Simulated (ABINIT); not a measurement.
Runs of ABINIT 10.8.3 (patched build) on As. The structure is cubic, space group Pm-3m (No. 221). The conventional cell has a = 2.704 Å, b = 2.704 Å, c = 2.704 Å, α = 90.00°, β = 90.00°, γ = 90.00°. As (site symmetry m-3m) has 6 As at 2.70 Å as nearest neighbours. This isn't the form of As at room conditions, which is rhombohedral.

| task | cell | k mesh | cutoff (eV) | cell freedom (optcell) | optimiser (ionmov) | cutoff smearing ecutsm (Ha) | force stop (Ha/bohr) | bands in the sums | gap on the mesh (eV) | pressure (GPa) |
| --- | --- | --- | --- | --- | --- | --- | --- | --- | --- | --- |
| single point | as given | 8 × 8 × 8 | 1034 | - | - | - | - | - | none | (a) |
| relaxation of cell and atoms | relaxed | 8 × 8 × 8 | 1143 | 2 | 2 | 0.5 | 2e-05 | - | none | 0.0 |
| optical spectrum | as given | 12 × 12 × 12, shifted | 1034 | - | - | - | - | 14 | - | -2.9 |
| single point | cell relaxed | 8 × 8 × 8 | 1143 | - | - | - | - | - | none | 0.0 |

Alike in all rows: level PBEsol; potentials or basis PseudoDojo NC SR PBEsol v0.4.1 standard; no spin polarisation; smearing fermi-dirac 0.05 eV.

Problem. Estimate the missing entries.

Solution. (a) -2.4.

Caveats: the intraband (Drude) term is left out (some runs); spectra need much finer meshes, so this one isn't converged (some runs); independent-particle spectra lack excitons (some runs).

A k mesh can miss the band edges, and the runs leave out spin-orbit coupling on As.

A gap of «none» marks a metal or a gap under the smearing width.
